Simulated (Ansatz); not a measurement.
An input for Ansatz 0.2.0 (OsBr3 (honeycomb trihalide sheet)):

```yaml
crystal:
  lattice:
    - [5.02432477, -2.51216238, 2.51216238]
    - [-2.51216238, -2.51216238, -5.02432477]
    - [17.23921716, 17.23921716, -17.23921716]
  atoms:
    - { symbol: Os, position: [0.3333333333, 0.6666666667, 0.3186555567] }
    - { symbol: Os, position: [0.6666666667, 0.3333333333, 0.3186555567] }
    - { symbol: Br, position: [0.3422438051, 0.0, 0.3658588838] }
    - { symbol: Br, position: [0.0, 0.3422438051, 0.3658588838] }
    - { symbol: Br, position: [0.6577561949, 0.6577561949, 0.3658588838] }
    - { symbol: Br, position: [0.6577561949, 0.0, 0.2714522297] }
    - { symbol: Br, position: [0.0, 0.6577561949, 0.2714522297] }
    - { symbol: Br, position: [0.3422438051, 0.3422438051, 0.2714522297] }
  periodic: [true, true, false]
kpoints:
  mp_grid: { grid: [6, 6, 1] }
  band_path:
    path:
      - [0.0, 0.0, 0.0]
      - [0.5, 0.0, 0.0]
      - [0.33333333, 0.33333333, 0.0]
      - [0.0, 0.0, 0.0]
    npoints: 10
hamiltonian:
  xc: lda
scf:
  occupations: { method: gaussian, width: 0.08 }
  n_extra_bands: 24
  max_iter: 150
  lower_state_search: "off"
output:
  eigenvalues: true
  forces: true
  stress: true
  fatbands: true
  write_density: true
  write_potential: true
  elf: true
  volumetric_format: npy
```

```sh
ansatz run input.yaml --threads 8 --pin off --max-ram 14745MiB --backend cpu --events-out ev --progress --plain --runs-dir out
```

Q: Estimate wall time and host memory on 8 threads of Arm Neoverse V2, shared host.

It took 24 s; on shared hardware allow 12 s to 48 s. Peak host memory was 2.6 GiB. The sizes that set the cost: 19113 plane waves a state, 7 irreducible k points and 10 SCF cycles.

[Paths, hosts, dates, memory and timing lines, banners, echoed tables and standing remarks are left out of the program output.]

[Logs are printed without paths, hosts, clocks, repeated set-up lines and the standing remarks that a program may print on its own settings, such as how far it seeks lower states.]

[Runs of the session that timed out or met a known fault of the program may be left out.]

[Hosts, paths, dates, database ids (printed as entryN), source tags and the programs' standing remarks are cut or masked in the printed files.]
